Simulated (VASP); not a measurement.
# Rh (Fm-3m) in VASP: a series of runs

The runs below take Rh through relaxation of cell and atoms, relaxation of the atoms, with PBE.

Program: VASP 6.6.1. These are calculated values, not measurements. Logs are shortened: lines on timing, memory, paths and dates and some standing lists are left out, and cuts for length are marked.

### Step 1. The crystal as given

It takes space group Fm-3m (No. 225, cubic). Conventional cell: a = 3.796 Å, b = 3.796 Å, c = 3.796 Å, α = 90.00°, β = 90.00°, γ = 90.00°. Around Rh (site symmetry m-3m) lie 12 Rh at 2.68 Å.

### Step 2. Relaxation of cell and atoms, PBE

Input file INCAR:

```
PREC = Accurate
ENCUT = 300
EDIFF = 1E-6
ISMEAR = 1
SIGMA = 0.1
LREAL = F
LASPH = T
NELM = 80
ALGO = Normal
ISIF = 3
LWAVE = F
LCHARG = F
GGA = PE
IBRION = 2
NSW = 90
EDIFFG = -0.01
```

Input file KPOINTS:

```
Automatic mesh
0
Gamma
  8 8 8
```

Input file POSCAR:

```
Rh
1.0
    0.0000000000      1.8978500000      1.8978500000
    1.8978500000      0.0000000000      1.8978500000
    1.8978500000      1.8978500000      0.0000000000
Rh
1
Direct
    0.0000000000      0.0000000000      0.0000000000
```

Potentials or basis: VASP PAW PBE potentials, release 64 (Rh).

Command:

```console
$ cat potpaw_PBE.64/Rh/POTCAR > POTCAR
$ mpirun -np 1 vasp_std > vasp.out
```

OUTCAR:

```text
PREC = Accurate
   ENCUT = 300
   EDIFF = 1E-6
   ISMEAR = 1
   LREAL = F
   LASPH = T
   NELM = 80
   ISIF = 3
   GGA = PE
   IBRION = 2
   NSW = 90
   EDIFFG = -0.01

 ion  position               nearest neighbor table
   1  0.000  0.000  0.000-

  LATTYP: Found a face centered cubic cell.
 ALAT       =     3.7957000000

  Lattice vectors:

 A1 = (   0.0000000000,   1.8978500000,   1.8978500000)
 A2 = (   1.8978500000,   0.0000000000,   1.8978500000)
 A3 = (   1.8978500000,   1.8978500000,   0.0000000000)

Analysis of symmetry for initial positions (statically):
=====================================================================
 Subroutine PRICEL returns:
 Original cell was already a primitive cell.

 Routine SETGRP: Setting up the symmetry group for a
 face centered cubic supercell.

 Subroutine GETGRP returns: Found 48 space group operations
 (whereof 48 operations were pure point group operations)
 out of a pool of 48 trial point group operations.

The static configuration has the point symmetry O_h .

Analysis of symmetry for dynamics (positions and initial velocities):
=====================================================================
 Subroutine PRICEL returns:
 Original cell was already a primitive cell.

 Routine SETGRP: Setting up the symmetry group for a
 face centered cubic supercell.

 Subroutine GETGRP returns: Found 48 space group operations
 (whereof 48 operations were pure point group operations)
 out of a pool of 48 trial point group operations.

The dynamic configuration has the point symmetry O_h .

 Subroutine INISYM returns: Found 48 space group operations
 (whereof 48 operations are pure point group operations),
 and found     1 'primitive' translations

----------------------------------------------------------------------------------------

                                     Primitive cell

  volume of cell :      13.6715

  direct lattice vectors                    reciprocal lattice vectors
     0.000000000  1.897850000  1.897850000    -0.263456016  0.263456016  0.263456016
     1.897850000  0.000000000  1.897850000     0.263456016 -0.263456016  0.263456016
     1.897850000  1.897850000  0.000000000     0.263456016  0.263456016 -0.263456016

  length of vectors
     2.683965209  2.683965209  2.683965209     0.456319205  0.456319205  0.456319205

  position of ions in fractional coordinates (direct lattice)
     0.000000000  0.000000000  0.000000000

  ion indices of the primitive-cell ions
   primitive index   ion index
                 1           1

----------------------------------------------------------------------------------------

 KPOINTS: Automatic mesh

Automatic generation of k-mesh.
 Grid dimensions read from file:
 generate k-points for:    8    8    8

 Generating k-lattice:

  Cartesian coordinates                     Fractional coordinates (reciprocal lattice)
    -0.032932002  0.032932002  0.032932002     0.125000000  0.000000000  0.000000000
     0.032932002 -0.032932002  0.032932002     0.000000000  0.125000000  0.000000000
     0.032932002  0.032932002 -0.032932002     0.000000000  0.000000000  0.125000000

  Length of vectors
     0.057039901  0.057039901  0.057039901

  Shift w.r.t. Gamma in fractional coordinates (k-lattice)
     0.000000000  0.000000000  0.000000000

 Subroutine IBZKPT returns following result:
 ===========================================

 Found     29 irreducible k-points:

 Following reciprocal coordinates:
            Coordinates               Weight
  0.000000  0.000000  0.000000      1.000000
  0.125000  0.000000  0.000000      8.000000
  0.250000  0.000000  0.000000      8.000000
  0.375000  0.000000  0.000000      8.000000
  0.500000  0.000000  0.000000      4.000000
  0.125000  0.125000  0.000000      6.000000
[... 16 lines left out ...]
  0.500000  0.250000  0.125000     48.000000
 -0.375000  0.250000  0.125000     24.000000
 [... further k-points ...]
   k-points           NKPTS =     29   k-points in BZ     NKDIM =     29   number of bands    NBANDS=      8
   number of dos      NEDOS =    301   number of ions     NIONS =      1
   total plane-waves  NPLWV =   4096
   dimension x,y,z NGX =    16 NGY =   16 NGZ =   16
   dimension x,y,z NGXF=    32 NGYF=   32 NGZF=   32
   ions per type =               1
   NGX,Y,Z   is equivalent  to a cutoff of   9.91,  9.91,  9.91 a.u.
   NGXF,Y,Z  is equivalent  to a cutoff of  19.82, 19.82, 19.82 a.u.
 SYSTEM =  unknown system
   PREC   = accura    normal or accurate (medium, high low for compatibility)
   ISTART =      0    job   : 0-new  1-cont  2-samecut
   ICHARG =      2    charge: 1-file 2-atom 10-const
   ISPIN  =      1    spin polarized calculation?
   LNONCOLLINEAR =      F non collinear calculations
   LSORBIT =      F    spin-orbit coupling
   LASPH  =      T    aspherical Exc in radial PAW
   ENCUT  =  300.0 eV  22.05 Ry    4.70 a.u.   3.79  3.79  3.79*2*pi/ulx,y,z
   NELM   =     80;   NELMIN=  2; NELMDL= -5     # of ELM steps
   EDIFF  = 0.1E-05   stopping-criterion for ELM
   LREAL  =      F    real-space projection
   EDIFFG = -.1E-01   stopping-criterion for IOM
   NSW    =     90    number of steps for IOM
   IBRION =      2    ionic relax: 0-MD 1-quasi-New 2-CG
   NFREE  =      1    steps in history (QN), initial steepest desc. (CG)
   ISIF   =      3    stress and relaxation
   ISYM   =      2    0-nonsym 1-usesym 2-fastsym
   POTIM  = 0.5000    time-step for ionic-motion
   TEBEG  =    0.0;   TEEND  =   0.0 temperature during run
   PSTRESS=    0.0 pullay stress
   NELECT =       9.0000    total number of electrons
   NUPDOWN=      -1.0000    fix difference up-down
   EMIN   =  10.00;   EMAX   =-10.00  energy-range for DOS
   EFERMI =   0.00;   METHOD = LEGACY
   ISMEAR =     1;   SIGMA  =   0.10  broadening in eV -4-tet -1-fermi 0-gaus
   EFERMI_NEDOS =   21; number of points for ismear=-14 and -15
   IALGO  =     38    algorithm
   IMIX   =      4    mixing-type and parameters
     AMIX     =   0.40;   BMIX     =  1.00
     AMIX_MAG =   1.60;   BMIX_MAG =  1.00
  volume/ion in A,a.u.               =      13.67        92.26
  Fermi-wavevector in a.u.,A,eV,Ry     =   1.424133  2.691221 27.594709  2.028154
  Thomas-Fermi vector in A             =   2.544656
   LORBIT       =      0    0 simple, 1 ext, 2 COOP (PROOUT), +10 PAW based schemes
   GGA     = PE    functional components
   LHFCALC =     F    Hartree Fock is set to
   AEXX    =    0.0000 exact exchange contribution
   IVDW    =     0    specifies the selected vdW correction
   LEPSILON=     F    determine dielectric tensor
   LRPA    =     F    only Hartree local field effects (RPA)
 conjugate gradient relaxation of ions
 non-spin polarized calculation
 Methfessel and Paxton  Order N= 1 SIGMA  =   0.10
  energy-cutoff  :      300.00
  volume of cell :       13.67
 maximum number of plane-waves:       169
   NGX =  7   NGY =  7   NGZ =  7

--------------------------------------- Ionic step        1  -------------------------------------------

 number of electron       9.0000005 magnetization

 Free energy of the ion-electron system (eV)
  ---------------------------------------------------
  ext. energy  EPLUGINS =         0.00000000
  ---------------------------------------------------
  free energy    TOTEN  =        -7.24199219 eV

  energy without entropy =       -7.24357887  energy(sigma->0) =       -7.24252108

------------------------ aborting loop because EDIFF is reached ----------------------------------------

  FORCE on cell =-STRESS in cart. coord.  units (eV):
  Direction    XX          YY          ZZ          XY          YZ          ZX
  --------------------------------------------------------------------------------------
  -------------------------------------------------------------------------------------
  Total        0.5132425      0.5132425      0.5132425      0.0000000     -0.0000000      0.0000000
  in kB       60.1474929     60.1474929     60.1474929      0.0000000     -0.0000000      0.0000000
  external PRESSURE =      60.1474929 kB  Pullay stress =       0.0000000 kB
[... 55 lines left out ...]
  energy  without entropy=       -7.2208215889  energy(sigma->0) =       -7.22025749

--------------------------------------- Ionic step        3  -------------------------------------------

 number of electron       9.0000000 magnetization

 Free energy of the ion-electron system (eV)
  ---------------------------------------------------
  ext. energy  EPLUGINS =         0.00000000
  ---------------------------------------------------
  free energy    TOTEN  =        -7.24757731 eV

  energy without entropy =       -7.24895677  energy(sigma->0) =       -7.24803713

 E-fermi :  11.4584     XC(G=0): -13.5082

 val. band max:       11.4373712317   @ k =  -0.3750   0.2500   0.0000
 cond. band min:      11.5260637899   @ k =   0.3750   0.0000   0.0000
 fundamental gap:      0.0886925582
 Fermi energy:        11.4584168818

 k-point     1 :       0.0000    0.0000    0.0000
  band No.  band energies     occupation
      1       3.6172      2.00000
      2       8.4542      2.00000
      3       8.4542      2.00000
      4       8.4542      2.00000
      5      10.4925      2.00000
      6      10.4925      2.00000
      7      27.4461      0.00000
      8      27.6760      0.00000
[... 243 lines left out ...]
 k-point    24 :      -0.3750    0.2500    0.1250
  band No.  band energies     occupation
      1       6.5708      2.00000
      2       7.4238      2.00000
      3       8.8573      2.00000
      4       9.5060      2.00000
      5      11.8168     -0.00000
      6      16.7842      0.00000
      7      19.7389      0.00000
      8      27.3945      0.00000

 [... further k-points ...]

------------------------ aborting loop because EDIFF is reached ----------------------------------------

  FORCE on cell =-STRESS in cart. coord.  units (eV):
  Direction    XX          YY          ZZ          XY          YZ          ZX
  --------------------------------------------------------------------------------------
  -------------------------------------------------------------------------------------
  Total       -0.0072778     -0.0072778     -0.0072778      0.0000000      0.0000000      0.0000000
  in kB       -0.8338835     -0.8338835     -0.8338835      0.0000000      0.0000000      0.0000000
  external PRESSURE =      -0.8338835 kB  Pullay stress =       0.0000000 kB
[... 16 lines left out ...]
  FREE ENERGIE OF THE ION-ELECTRON SYSTEM (eV)
  ---------------------------------------------------
  free  energy   TOTEN  =        -7.2475773081 eV

  energy  without entropy=       -7.2489567746  energy(sigma->0) =       -7.24803713

 reached required accuracy - stopping structural energy minimisation
```

Wall time 5.2 s (1 thread of Intel Xeon Platinum 8488C (Sapphire Rapids), shared host); peak memory 0.11 GiB.

What came out:

* Free energy: -7.2476 eV
* Relaxed volume: 13.98 Å³/atom
* Relaxed cell: a = 2.704 Å, b = 2.704 Å, c = 2.704 Å, α = 60.00°, β = 60.00°, γ = 60.00°
* Space group after relaxing (to 0.05 Å): Fm-3m (No. 225)
* Energy gained by relaxing: 5.6 meV/atom
* Ionic steps: 3
* Pressure after relaxing: -0.1 GPa
* Band gap on the k mesh: none (metal or under the smearing width)

Step by step:
```csv
step,energy change (eV),largest force (eV/Å),pressure (GPa),volume (Å³)
1,0.0000,0.0000,6.01,13.67
2,0.0220,0.0000,-11.39,14.71
3,-0.0056,0.0000,-0.08,13.98
```

Final structure:
```xyz
1
Lattice="0.0000 1.9122 1.9122 1.9122 0.0000 1.9122 1.9122 1.9122 0.0000" Properties=species:S:1:pos:R:3 pbc="T T T"
Rh    0.0000    0.0000    0.0000
```

(Continued in part 2 of 2.)
